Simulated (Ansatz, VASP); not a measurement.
AlN: VASP beside Ansatz

INCAR

```
  ALGO = Normal
  EDIFF = 1E-6
  ENCUT = 520
  GGA = PS
  ISIF = 2
  ISMEAR = -1
  LASPH = True
  LCHARG = False
  LREAL = False
  LWAVE = False
  NBANDS = 16
  NELM = 100
  PREC = Accurate
  SIGMA = 0.03
```

The input KPOINTS:

```
k-points
0
Gamma
  10 10 6
```

File POSCAR:

```
AlN
1.0
    3.0487821086      0.0000000000      0.0000000000
   -1.5243910543      2.6403227566      0.0000000000
    0.0000000000      0.0000000000      4.9780000000
Al N
2 2
Direct
    0.3333333333      0.6666666667      0.0000000000
    0.6666666667      0.3333333333      0.5000000000
    0.3333333333      0.6666666667      0.3850000000
    0.6666666667      0.3333333333      0.8850000000
```

Input for Ansatz:

```yaml
crystal:
  lattice:
    - [3.0487821086, 0.0, 0.0]
    - [-1.5243910543, 2.6403227566, 0.0]
    - [0.0, 0.0, 4.978]
  atoms:
    - { symbol: Al, position: [0.3333333333, 0.6666666667, 0.0] }
    - { symbol: Al, position: [0.6666666667, 0.3333333333, 0.5] }
    - { symbol: "N", position: [0.3333333333, 0.6666666667, 0.385] }
    - { symbol: "N", position: [0.6666666667, 0.3333333333, 0.885] }
kpoints:
  mp_grid: { grid: [10, 10, 6] }
  band_path:
    path:
      - [0.0, 0.0, 0.0]
      - [0.5, 0.0, 0.0]
      - [0.3333333333, 0.3333333333, 0.0]
      - [0.0, 0.0, 0.0]
      - [0.0, 0.0, 0.5]
      - [0.5, 0.0, 0.5]
      - [0.3333333333, 0.3333333333, 0.5]
      - [0.0, 0.0, 0.5]
      - [0.5, 0.0, 0.5]
    npoints: 5
scf:
  occupations: { method: fermi_dirac, width: 0.03 }
hamiltonian:
  xc: pbesol
  pseudopotentials: { kind: all_electron, lapw: { basis_error: 0.001 } }
output:
  forces: true
  stress: true
  eigenvalues: true
```

Change from the starting cell: equal xx and yy strain of -2 %.

Alike in both runs: task single point; functional PBEsol; k mesh 10 × 10 × 6; occupations fermi-dirac, width 0.03 eV; no spin polarisation.

|  | VASP | Ansatz |
| --- | --- | --- |
| version | VASP 6.6.1 | Ansatz 0.2.0 |
| potentials or method | VASP PAW PBE potentials, release 64 (Al, N) | all-electron LAPW, scalar-relativistic |
| plane-wave cutoff (eV) | 520 | see its input |

VASP gave:

```
gap on the k mesh at the Fermi level (eV)       : 4.50
pressure (GPa)                                  : 9.9
largest component of the traceless stress (GPa) : 7.92
rms of the force components (eV/Å)              : 0.256
```

Task: Which values does Ansatz return?

Result: gap on the k mesh at the Fermi level (eV): 4.49; pressure (GPa): 9.8; largest component of the traceless stress (GPa): 7.80; rms of the force components (eV/Å): 0.253.

Atom by atom the forces differ by 0.003 eV/Å (rms over components). Ansatz ran all-electron here, so the differences hold the error of VASP's frozen core and of both bases.

Caveats: the PAW data sets were made with another functional, which shifts forces and pressure a little (VASP). A k mesh can miss the band edges.
